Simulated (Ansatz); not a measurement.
Planning a run of Ansatz 0.2.0 on LiNbO3 (R3c). The input:

```yaml
crystal:
  lattice:
    - [2.5758, 1.4871388234, 4.623]
    - [-2.5758, 1.4871388234, 4.623]
    - [0.0, -2.9742776468, 4.623]
  atoms:
    - { symbol: Li, position: [0.2815218495, 0.2815218495, 0.2815218495] }
    - { symbol: Li, position: [0.7815218495, 0.7815218495, 0.7815218495] }
    - { symbol: Nb, position: [0.0002564619, 0.0002564619, 0.0002564619] }
    - { symbol: Nb, position: [0.5002564619, 0.5002564619, 0.5002564619] }
    - { symbol: O, position: [0.1070685717, 0.3630963707, 0.7198717462] }
    - { symbol: O, position: [0.7198717462, 0.1070685717, 0.3630963707] }
    - { symbol: O, position: [0.3630963707, 0.7198717462, 0.1070685717] }
    - { symbol: O, position: [0.2198717462, 0.8630963707, 0.6070685717] }
    - { symbol: O, position: [0.8630963707, 0.6070685717, 0.2198717462] }
    - { symbol: O, position: [0.6070685717, 0.2198717462, 0.8630963707] }
kpoints:
  mp_grid: { grid: [4, 4, 4] }
hamiltonian:
  xc: pbe
  pseudopotentials: { kind: paw, azcp: { folder: soft_1 } }
scf:
  occupations: { method: fixed }
gw:
  n_empty_bands: 399
  ecut_chi: 140
  qp_bands: [v3, c3]
  qp_kpoints: band_edges
  screening: { model: contour_deformation }
```

```sh
ansatz run input.yaml --threads 4 --pin off --max-ram 138240MiB --backend cuda --events-out ev --progress --plain --runs-dir out --devices 1 --max-vram 26GiB
```

**Question.** How long will it take on 1 × NVIDIA H100 80GB HBM3 (shared by 3 runs) with 4 threads of AMD EPYC 7R13 (Zen 3), shared host, and how much memory?

It took 30 s; on shared hardware allow 15 s to 59 s. Peak host memory was 1.7 GiB. The sizes that set the cost: 2091 plane waves a state, 13 irreducible k points, 433 bands summed, 399 plane waves in the screening and 9 SCF cycles.

The screening grows as filled bands × empty bands × pairs of k points, times the square of the screening basis for the matrix.

[Paths, hosts, dates, memory and timing lines, banners, echoed tables and standing remarks are left out of the program output.]

[Logs are printed without paths, hosts, clocks, repeated set-up lines and the standing remarks that a program may print on its own settings, such as how far it seeks lower states.]

[Runs of the session that timed out or met a known fault of the program may be left out.]

[Cells called generated may have been cut or substituted from an entry of the Crystallography Open Database or the Materials Project.]

[Hosts, paths, dates, database ids (printed as entryN), source tags and the programs' standing remarks are cut or masked in the printed files.]
